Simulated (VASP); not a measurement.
# V (Im-3m) in VASP: a series of runs

Runs on V. Level: PBE+D3(BJ). Tasks: relaxation of cell and atoms, electrostatic potential.

All numbers are computed with VASP 6.6.1; they aren't measurements. Logs are shortened: lines on timing, memory, paths and dates and some standing lists are left out, and cuts for length are marked.

### Step 1. The structure

Symmetry: Im-3m, No. 229, cubic system. Conventional cell: a = 2.950 Å, b = 2.950 Å, c = 2.950 Å, α = 90.00°, β = 90.00°, γ = 90.00°. V (site symmetry m-3m) has 8 V at 2.55 Å as nearest neighbours.

The cell was built by a generator and needn't be a form met in nature.

### Step 2. Relaxation of cell and atoms, PBE+D3(BJ)

The input, INCAR:

```
  PREC = Accurate
  ENCUT = 600
  EDIFF = 1E-6
  ISMEAR = 1
  SIGMA = 0.1
  LREAL = F
  LASPH = T
  NELM = 120
  ALGO = Normal
  ISIF = 3
  LWAVE = F
  LCHARG = F
  GGA = PE
  IVDW = 12
  IBRION = 2
  NSW = 40
  EDIFFG = -0.005
```

The input, KPOINTS:

```
Automatic mesh
0
Gamma
  20 20 20
```

The input, POSCAR:

```
V
1.0
   -1.4750000000      1.4750000000      1.4750000000
    1.4750000000     -1.4750000000      1.4750000000
    1.4750000000      1.4750000000     -1.4750000000
V
1
Direct
    0.0000000000      0.0000000000      0.0000000000
```

Potentials or basis: VASP PAW PBE potentials, release 64 (V_sv).

Run with:

```sh
$ cat potpaw_PBE.64/V_sv/POTCAR > POTCAR
$ mpirun -np 1 vasp_std > vasp.out
```

OUTCAR:

```text
PREC = Accurate
   ENCUT = 600
   EDIFF = 1E-6
   ISMEAR = 1
   LREAL = F
   LASPH = T
   NELM = 120
   ISIF = 3
   GGA = PE
   IVDW = 12
   IBRION = 2
   NSW = 40
   EDIFFG = -0.005
 IVDW          = 12

 ion  position               nearest neighbor table
   1  0.000  0.000  0.000-

  LATTYP: Found a body centered cubic cell.
 ALAT       =     2.9500000000

  Lattice vectors:

 A1 = (  -1.4750000000,   1.4750000000,   1.4750000000)
 A2 = (   1.4750000000,  -1.4750000000,   1.4750000000)
 A3 = (   1.4750000000,   1.4750000000,  -1.4750000000)

Analysis of symmetry for initial positions (statically):
=====================================================================
 Subroutine PRICEL returns:
 Original cell was already a primitive cell.

 Routine SETGRP: Setting up the symmetry group for a
 body centered cubic supercell.

 Subroutine GETGRP returns: Found 48 space group operations
 (whereof 48 operations were pure point group operations)
 out of a pool of 48 trial point group operations.

The static configuration has the point symmetry O_h .

Analysis of symmetry for dynamics (positions and initial velocities):
=====================================================================
 Subroutine PRICEL returns:
 Original cell was already a primitive cell.

 Routine SETGRP: Setting up the symmetry group for a
 body centered cubic supercell.

 Subroutine GETGRP returns: Found 48 space group operations
 (whereof 48 operations were pure point group operations)
 out of a pool of 48 trial point group operations.

The dynamic configuration has the point symmetry O_h .

 Subroutine INISYM returns: Found 48 space group operations
 (whereof 48 operations are pure point group operations),
 and found     1 'primitive' translations

----------------------------------------------------------------------------------------

                                     Primitive cell

  volume of cell :      12.8362

  direct lattice vectors                    reciprocal lattice vectors
    -1.475000000  1.475000000  1.475000000     0.000000000  0.338983051  0.338983051
     1.475000000 -1.475000000  1.475000000     0.338983051  0.000000000  0.338983051
     1.475000000  1.475000000 -1.475000000     0.338983051  0.338983051  0.000000000

  length of vectors
     2.554774941  2.554774941  2.554774941     0.479394428  0.479394428  0.479394428

  position of ions in fractional coordinates (direct lattice)
     0.000000000  0.000000000  0.000000000

  ion indices of the primitive-cell ions
   primitive index   ion index
                 1           1

----------------------------------------------------------------------------------------

 KPOINTS: Automatic mesh

Automatic generation of k-mesh.
 Grid dimensions read from file:
 generate k-points for:   20   20   20

 Generating k-lattice:

  Cartesian coordinates                     Fractional coordinates (reciprocal lattice)
     0.000000000  0.016949153  0.016949153     0.050000000  0.000000000  0.000000000
     0.016949153  0.000000000  0.016949153     0.000000000  0.050000000  0.000000000
     0.016949153  0.016949153  0.000000000     0.000000000  0.000000000  0.050000000

  Length of vectors
     0.023969721  0.023969721  0.023969721

  Shift w.r.t. Gamma in fractional coordinates (k-lattice)
     0.000000000  0.000000000  0.000000000

 Subroutine IBZKPT returns following result:
 ===========================================

 Found    256 irreducible k-points:

 Following reciprocal coordinates:
            Coordinates               Weight
  0.000000  0.000000  0.000000      1.000000
  0.050000  0.000000  0.000000     12.000000
  0.100000  0.000000  0.000000     12.000000
  0.150000  0.000000  0.000000     12.000000
  0.200000  0.000000  0.000000     12.000000
  0.250000  0.000000  0.000000     12.000000
[... 16 lines left out ...]
  0.200000  0.100000  0.000000     48.000000
  0.250000  0.100000  0.000000     48.000000
 [... further k-points ...]
   k-points           NKPTS =    256   k-points in BZ     NKDIM =    256   number of bands    NBANDS=     10
   number of dos      NEDOS =    301   number of ions     NIONS =      1
   total plane-waves  NPLWV =   8000
   dimension x,y,z NGX =    20 NGY =   20 NGZ =   20
   dimension x,y,z NGXF=    40 NGYF=   40 NGZF=   40
   ions per type =               1
   NGX,Y,Z   is equivalent  to a cutoff of  13.01, 13.01, 13.01 a.u.
   NGXF,Y,Z  is equivalent  to a cutoff of  26.03, 26.03, 26.03 a.u.
 SYSTEM =  unknown system
   PREC   = accura    normal or accurate (medium, high low for compatibility)
   ISTART =      0    job   : 0-new  1-cont  2-samecut
   ICHARG =      2    charge: 1-file 2-atom 10-const
   ISPIN  =      1    spin polarized calculation?
   LNONCOLLINEAR =      F non collinear calculations
   LSORBIT =      F    spin-orbit coupling
   LASPH  =      T    aspherical Exc in radial PAW
   ENCUT  =  600.0 eV  44.10 Ry    6.64 a.u.   5.10  5.10  5.10*2*pi/ulx,y,z
   NELM   =    120;   NELMIN=  2; NELMDL= -5     # of ELM steps
   EDIFF  = 0.1E-05   stopping-criterion for ELM
   LREAL  =      F    real-space projection
   EDIFFG = -.5E-02   stopping-criterion for IOM
   NSW    =     40    number of steps for IOM
   IBRION =      2    ionic relax: 0-MD 1-quasi-New 2-CG
   NFREE  =      1    steps in history (QN), initial steepest desc. (CG)
   ISIF   =      3    stress and relaxation
   ISYM   =      2    0-nonsym 1-usesym 2-fastsym
   POTIM  = 0.5000    time-step for ionic-motion
   TEBEG  =    0.0;   TEEND  =   0.0 temperature during run
   PSTRESS=    0.0 pullay stress
   NELECT =      13.0000    total number of electrons
   NUPDOWN=      -1.0000    fix difference up-down
   EMIN   =  10.00;   EMAX   =-10.00  energy-range for DOS
   EFERMI =   0.00;   METHOD = LEGACY
   ISMEAR =     1;   SIGMA  =   0.10  broadening in eV -4-tet -1-fermi 0-gaus
   EFERMI_NEDOS =   21; number of points for ismear=-14 and -15
   IALGO  =     38    algorithm
   IMIX   =      4    mixing-type and parameters
     AMIX     =   0.40;   BMIX     =  1.00
     AMIX_MAG =   1.60;   BMIX_MAG =  1.00
  volume/ion in A,a.u.               =      12.84        86.62
  Fermi-wavevector in a.u.,A,eV,Ry     =   1.644033  3.106772 36.774443  2.702845
  Thomas-Fermi vector in A             =   2.734067
   LORBIT       =      0    0 simple, 1 ext, 2 COOP (PROOUT), +10 PAW based schemes
   GGA     = PE    functional components
   LHFCALC =     F    Hartree Fock is set to
   AEXX    =    0.0000 exact exchange contribution
   IVDW    =    12    specifies the selected vdW correction
   LEPSILON=     F    determine dielectric tensor
   LRPA    =     F    only Hartree local field effects (RPA)
 conjugate gradient relaxation of ions
 non-spin polarized calculation
 Methfessel and Paxton  Order N= 1 SIGMA  =   0.10
  energy-cutoff  :      600.00
  volume of cell :       12.84
 maximum number of plane-waves:       445
   NGX = 11   NGY = 11   NGZ = 11

--------------------------------------- Ionic step        1  -------------------------------------------

 number of electron      13.0000006 magnetization

 Free energy of the ion-electron system (eV)
  ---------------------------------------------------
  ext. energy  EPLUGINS =         0.00000000
  ---------------------------------------------------
  free energy    TOTEN  =        -8.97343946 eV

  energy without entropy =       -8.97333645  energy(sigma->0) =       -8.97340512

------------------------ aborting loop because EDIFF is reached ----------------------------------------

 Edisp (eV)   -0.71403

 E8    (eV) :    -0.3341

  FORCE on cell =-STRESS in cart. coord.  units (eV):
  Direction    XX          YY          ZZ          XY          YZ          ZX
  --------------------------------------------------------------------------------------
  -------------------------------------------------------------------------------------
  Total       0.03299     0.03299     0.03299    -0.00000    -0.00000     0.00000
  in kB       4.11797     4.11797     4.11797    -0.00000    -0.00000     0.00000
  external pressure =        4.12 kB  Pullay stress =        0.00 kB
[... 59 lines left out ...]
  energy  without entropy=       -9.6873339245  energy(sigma->0) =       -9.68741039

--------------------------------------- Ionic step        3  -------------------------------------------

 number of electron      13.0000005 magnetization

 Free energy of the ion-electron system (eV)
  ---------------------------------------------------
  ext. energy  EPLUGINS =         0.00000000
  ---------------------------------------------------
  free energy    TOTEN  =        -8.97503975 eV

  energy without entropy =       -8.97493139  energy(sigma->0) =       -8.97500363

 E-fermi :  10.2810     XC(G=0): -13.1570

 val. band max:       10.2736802717   @ k =  -0.2000   0.2500   0.0500
 cond. band min:      10.2888922464   @ k =   0.3000   0.0000   0.0000
 fundamental gap:      0.0152119746
 Fermi energy:        10.2809821089

 k-point     1 :       0.0000    0.0000    0.0000
  band No.  band energies     occupation
      1     -53.3815      2.00000
      2     -26.6018      2.00000
      3     -26.6018      2.00000
      4     -26.6018      2.00000
      5       3.6112      2.00000
      6      10.7088     -0.00000
      7      10.7088     -0.00000
      8      10.7088     -0.00000
      9      12.8370      0.00000
     10      12.8370      0.00000
[... 287 lines left out ...]
 k-point    24 :       0.2500    0.1000    0.0000
  band No.  band energies     occupation
      1     -53.2178      2.00000
      2     -27.3027      2.00000
      3     -26.8255      2.00000
      4     -26.6423      2.00000
      5       6.6790      2.00000
      6       9.5767      2.00000
      7      10.0052      2.00068
      8      12.4390      0.00000
      9      13.1499      0.00000
     10      13.4357      0.00000

 [... further k-points ...]

------------------------ aborting loop because EDIFF is reached ----------------------------------------

 Edisp (eV)   -0.71247

 E8    (eV) :    -0.3334

  FORCE on cell =-STRESS in cart. coord.  units (eV):
  Direction    XX          YY          ZZ          XY          YZ          ZX
  --------------------------------------------------------------------------------------
  -------------------------------------------------------------------------------------
  Total       0.00175     0.00175     0.00175    -0.00000     0.00000    -0.00000
  in kB       0.21743     0.21743     0.21743    -0.00000     0.00000    -0.00000
  external pressure =        0.22 kB  Pullay stress =        0.00 kB
[... 16 lines left out ...]
  FREE ENERGIE OF THE ION-ELECTRON SYSTEM (eV)
  ---------------------------------------------------
  free  energy   TOTEN  =        -9.6875083508 eV

  energy  without entropy=       -9.6873999955  energy(sigma->0) =       -9.68747223

 reached required accuracy - stopping structural energy minimisation
```

It took 20 s on 1 thread of Intel Xeon 6975P-C (Granite Rapids), shared host; peak memory 0.17 GiB.

What came out:

| Item | Value |
| --- | --- |
| Free energy | -9.6875 eV |
| Relaxed volume | 12.86 Å³/atom |
| Relaxed cell | a = 2.557 Å, b = 2.557 Å, c = 2.557 Å, α = 109.47°, β = 109.47°, γ = 109.47° |
| Space group after relaxing (to 0.05 Å) | Im-3m (No. 229) |
| Energy gained by relaxing | 0.0 meV/atom |
| Ionic steps | 3 |
| Pressure after relaxing | 0.0 GPa |
| Band gap on the k mesh | none (metal or under the smearing width) |
| Dispersion energy per atom | -0.712 eV |

Final structure:
```yaml
crystal:
  lattice:
    - [-1.47604, 1.47604, 1.47604]
    - [1.47604, -1.47604, 1.47604]
    - [1.47604, 1.47604, -1.47604]
  atoms:
    - { symbol: V, position: [0.00000, 0.00000, 0.00000] }
```

Caveat: pairwise dispersion overbinds metals, which lowers pressure and volume.

### Step 3. Electrostatic potential, PBE+D3(BJ)

This run uses another cell than the first one, of 12.86 Å³/atom, 1.002 times its volume.

The input, INCAR:

```
ALGO = Normal
EDIFF = 1E-6
ENCUT = 520
GGA = PE
ISIF = 2
ISMEAR = 1
IVDW = 12
LASPH = True
LCHARG = True
LREAL = False
LVHAR = True
LWAVE = False
NELM = 100
PREC = Accurate
SIGMA = 0.1
```

The input, KPOINTS:

```
k-points
0
Gamma
  20 20 20
```

The input, POSCAR:

```
V                                       
1.0
   -1.4760389253      1.4760389253      1.4760389253
    1.4760389253     -1.4760389253      1.4760389253
    1.4760389253      1.4760389253     -1.4760389253
  V             
     1
Direct
     0.0000000000000000    0.0000000000000000    0.0000000000000000
```

Potentials or basis: VASP PAW PBE potentials, release 64 (V_sv).

Run with:

```sh
$ cat potpaw_PBE.64/V_sv/POTCAR > POTCAR
$ mpirun -np 1 vasp_std > vasp.out
```

OUTCAR:

```text
EDIFF = 1E-6
   ENCUT = 520
   GGA = PE
   ISIF = 2
   ISMEAR = 1
   IVDW = 12
   LASPH = True
   LREAL = False
   NELM = 100
   PREC = Accurate
 IVDW          = 12

 ion  position               nearest neighbor table
   1  0.000  0.000  0.000-

  LATTYP: Found a body centered cubic cell.
 ALAT       =     2.9520778506

  Lattice vectors:

 A1 = (  -1.4760389253,   1.4760389253,   1.4760389253)
 A2 = (   1.4760389253,  -1.4760389253,   1.4760389253)
 A3 = (   1.4760389253,   1.4760389253,  -1.4760389253)

Analysis of symmetry for initial positions (statically):
=====================================================================
 Subroutine PRICEL returns:
 Original cell was already a primitive cell.

 Routine SETGRP: Setting up the symmetry group for a
 body centered cubic supercell.

 Subroutine GETGRP returns: Found 48 space group operations
 (whereof 48 operations were pure point group operations)
 out of a pool of 48 trial point group operations.

The static configuration has the point symmetry O_h .

Analysis of symmetry for dynamics (positions and initial velocities):
[... 164 lines left out ...]

 k-point     1 :       0.0000    0.0000    0.0000
  band No.  band energies     occupation
      1     -53.3811      2.00000
      2     -26.6013      2.00000
      3     -26.6013      2.00000
      4     -26.6013      2.00000
      5       3.6112      2.00000
      6      10.7092     -0.00000
      7      10.7092     -0.00000
      8      10.7092     -0.00000
      9      12.8373      0.00000
     10      12.8373      0.00000
[... 287 lines left out ...]
 k-point    24 :       0.2500    0.1000   -0.0000
  band No.  band energies     occupation
      1     -53.2174      2.00000
      2     -27.3022      2.00000
      3     -26.8250      2.00000
      4     -26.6418      2.00000
      5       6.6791      2.00000
      6       9.5770      2.00000
      7      10.0054      2.00068
      8      12.4393      0.00000
      9      13.1503      0.00000
     10      13.4361      0.00000

 [... further k-points ...]

------------------------ aborting loop because EDIFF is reached ----------------------------------------

 Edisp (eV)   -0.71247

 E8    (eV) :    -0.3334

  FORCE on cell =-STRESS in cart. coord.  units (eV):
  Direction    XX          YY          ZZ          XY          YZ          ZX
  --------------------------------------------------------------------------------------
  -------------------------------------------------------------------------------------
  Total       0.00291     0.00291     0.00291    -0.00000    -0.00000     0.00000
  in kB       0.36189     0.36189     0.36189    -0.00000    -0.00000     0.00000
  external pressure =        0.36 kB  Pullay stress =        0.00 kB

 VOLUME and BASIS-vectors are now :
 -----------------------------------------------------------------------------
  energy-cutoff  :      520.00
  volume of cell :       12.86
      direct lattice vectors                 reciprocal lattice vectors
    -1.476038925  1.476038925  1.476038925     0.000000000  0.338744454  0.338744454
     1.476038925 -1.476038925  1.476038925     0.338744454  0.000000000  0.338744454
     1.476038925  1.476038925 -1.476038925     0.338744454  0.338744454  0.000000000

 POSITION                                       TOTAL-FORCE (eV/Angst)
 -----------------------------------------------------------------------------------
      0.00000      0.00000      0.00000        -0.000000      0.000000     -0.000000
 -----------------------------------------------------------------------------------
    total drift:                                0.000000     -0.000000      0.000000

  FREE ENERGIE OF THE ION-ELECTRON SYSTEM (eV)
  ---------------------------------------------------
  free  energy   TOTEN  =        -9.6875809048 eV

  energy  without entropy=       -9.6874724773  energy(sigma->0) =       -9.68754476
```

Run time: 10 s. Hardware: 1 thread of Intel Xeon 6975P-C (Granite Rapids), shared host; peak memory 0.16 GiB.

What came out:

| Property | Result |
| --- | --- |
| Free energy | -9.6876 eV |
| Pressure | 0.0 GPa |
| Band gap on the k mesh | none (metal or under the smearing width) |
| Dispersion energy per atom | -0.712 eV |

Caveat: pairwise dispersion overbinds metals, which lowers pressure and volume.
